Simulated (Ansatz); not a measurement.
Structure: BaTiO3 (Amm2) from a database of computed structures, at its r2SCAN minimum. It is orthorhombic, Amm2 (No. 38); a = 3.963 Å, b = 5.716 Å, c = 5.748 Å in the conventional setting, 13.02 Å³ an atom. Ba has 12 O at 2.77–2.98 Å; Ti has 6 O at 1.85–2.21 Å; O has 2 Ti at 1.85–2.21 Å and 4 Ba at 2.80–2.88 Å; O has 2 Ti at 1.99 Å and 4 Ba at 2.77–2.98 Å.

```yaml
crystal:
  lattice:
    - [3.96320, 0.00000, 0.00000]
    - [0.00000, 2.85788, 2.87420]
    - [0.00000, -2.85788, 2.87420]
  atoms:
    - { symbol: Ba, position: [0.00000, 0.00496, 0.00496] }
    - { symbol: Ti, position: [0.50000, 0.52057, 0.52057] }
    - { symbol: O, position: [0.50000, 0.97676, 0.49078] }
    - { symbol: O, position: [0.50000, 0.49078, 0.97676] }
    - { symbol: O, position: [0.00000, 0.48683, 0.48683] }
```

4 runs of the PAW code Ansatz on this cell differ in the functional (and in the settings that go with it). Levels are in eV from each run's valence top; v1 is the last filled band, c1 the first empty one.

Run A, mean stress 0.0 GPa (compression positive):
```
point     v4     v3     v2     v1    c1    c2
    Γ  -1.18  -0.54  -0.51  -0.44  2.66  2.89
    Y  -1.64  -0.92  -0.84  -0.26  4.12  4.18
    Z  -1.65  -1.50  -1.22  -1.10  3.03  4.06
```

Run B, mean stress -2.1 GPa (compression positive):
```
point     v4     v3     v2     v1    c1    c2
    Γ  -1.22  -0.52  -0.51  -0.43  4.50  4.74
    Y  -1.79  -0.98  -0.89  -0.26  6.18  6.25
    Z  -1.75  -1.61  -1.27  -1.15  4.91  6.11
```

Run C, mean stress +3.2 GPa (compression positive):
```
point     v4     v3     v2     v1    c1    c2
    Γ  -1.14  -0.54  -0.50  -0.42  2.29  2.54
    Y  -1.59  -0.91  -0.83  -0.25  3.78  3.84
    Z  -1.65  -1.51  -1.19  -1.05  2.68  3.72
```

Run D, mean stress -2.1 GPa (compression positive):
```
point     v4     v3     v2     v1    c1    c2
    Γ  -1.23  -0.53  -0.52  -0.44  3.74  3.98
    Y  -1.79  -0.98  -0.89  -0.26  5.41  5.47
    Z  -1.73  -1.60  -1.27  -1.15  4.16  5.33
```

Task: Match the runs to PBE, r2SCAN, HSE06, PBE0.

Result: A is r2SCAN, B is PBE0, C is PBE, D is HSE06. In order of the gap: PBE 2.29, r2SCAN 2.66, HSE06 3.74, PBE0 4.50 eV. The stress vanishes for r2SCAN, which relaxed the cell.

The values are computed, spin-unpolarised, and not measurements.

Spin-orbit coupling is left out.

The stress of a hybrid is loosely converged in these runs.

The meshes of the hybrids are coarse, so their gaps aren't converged to the digits shown.
